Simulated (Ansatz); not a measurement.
**CuAu in Ansatz: the effect of functional**

Crystal: CuAu.

```
Au Cu
1.0
     2.77276    0.00000    0.00000
     0.00000    2.77276    0.00000
     0.00000    0.00000    3.63520
Au Cu
1 1
Cartesian
  0.0000 0.0000 0.0000
  1.3864 1.3864 1.8176
```

The cell isn't the ideal one: volume scaled by 0.96.

Alike in all runs:

- Program: Ansatz 0.2.0
- Task: single point
- Potentials or basis: Ansatz PAW
- k mesh: 9 × 9 × 7
- Occupations: fermi-dirac, width 0.05 eV
- Spin: no spin polarisation

Problem. One run gave: pressure 12.1 GPa. Which functional did it use?
A. PBE
B. LDA
C. r2SCAN

Solution. A.

```tsv
functional	cutoff	pressure (GPa)
LDA	420 eV (not typed: the program's choice for these potentials)	-2.6
r2SCAN	500 eV (not typed: the program's choice for these potentials)	6.8
PBE	420 eV (not typed: the program's choice for these potentials)	12.1
```

Caveats: the PAW data sets come from PBE, with cores solved anew for the run's functional, which leaves a small shift of forces and pressure (some runs).
